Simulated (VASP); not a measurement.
A run of VASP 6.6.1 is set up as follows.

File INCAR:

```
PREC     = Accurate       # precision mode
ENCUT    = 520            # plane-wave cutoff, eV
EDIFF    = 1E-7           # SCF threshold, eV
ISMEAR   = 0              # smearing method
SIGMA    = 0.02           # smearing width, eV
LREAL    = F              # projectors in reciprocal space
LASPH    = T              # aspherical terms in the spheres
NELM     = 150            # most SCF steps
ALGO     = Normal         # electronic algorithm
ISIF     = 2              # what is computed and relaxed
LWAVE    = F              # write WAVECAR
LCHARG   = F              # write CHGCAR
LMAXMIX  = 4              # l up to which the mixer works
LDAU     = T              # DFT+U
LDAUTYPE = 2            
LDAUL    = 2 -1           # shell
LDAUU    = 4 0            # U, eV
LDAUJ    = 0 0          
LDAUPRINT= 1            
GGA      = PE             # functional
NBANDS   = 33             # bands
```

Contents of KPOINTS:

```
regular mesh
0
Gamma
  6 6 10
```

Contents of POSCAR:

```
TiO2
1.0
    4.6403500095      0.0000000000      0.0000000000
    0.0000000000      4.6403500095      0.0000000000
    0.0000000000      0.0000000000      3.0061127007
Ti O
2 4
Direct
    0.5000000000      0.5000000000      0.0000000000
    0.0000000000      0.0000000000      0.5000000000
    0.6943530392      0.6943530392      0.5000000000
    0.8056469608      0.1943530392      0.0000000000
    0.1943530392      0.8056469608      0.0000000000
    0.3056469608      0.3056469608      0.5000000000
```

Potentials or basis: VASP PAW PBE potentials, release 64 (Ti_sv, O).

Command:

```sh
$ cat potpaw_PBE.64/Ti_sv/POTCAR potpaw_PBE.64/O/POTCAR > POTCAR
$ mpirun -np 1 vasp_std > vasp.out
```

Estimate the pressure.

4.0 GPa.

Predict the band gap on the k mesh.

2.31 eV, direct.

Predict the largest force.

0.148 eV/Å.

Stress tensor (GPa, compression positive):
```
3.78 0.00 0.00
0.00 3.78 0.00
0.00 0.00 4.49
```

**The experiment to reproduce.**

“Shallow Valence Band of Rutile GeO2 and P-type Doping”, 2020, arxiv:2011.08928 quotes, for a bulk crystal of TiO2 at 1.6 K: band gap 3.03 eV (direct).

Measured gap of TiO2: 3.03 eV (direct; 1.6 K; quoted in “Shallow Valence Band of Rutile GeO2 and P-type Doping”, 2020, arxiv:2011.08928). This calculation gives 2.31 eV (-0.72 eV). 2 values of this kind are on record in papers (3.03 to 3.05 eV); this one was drawn at random among those near their median. The value is that of PBE+U on a finite k mesh, which can miss the band edges, without temperature or zero-point motion. The cell is a database's relaxed one, not the measured one, which moves gaps too.
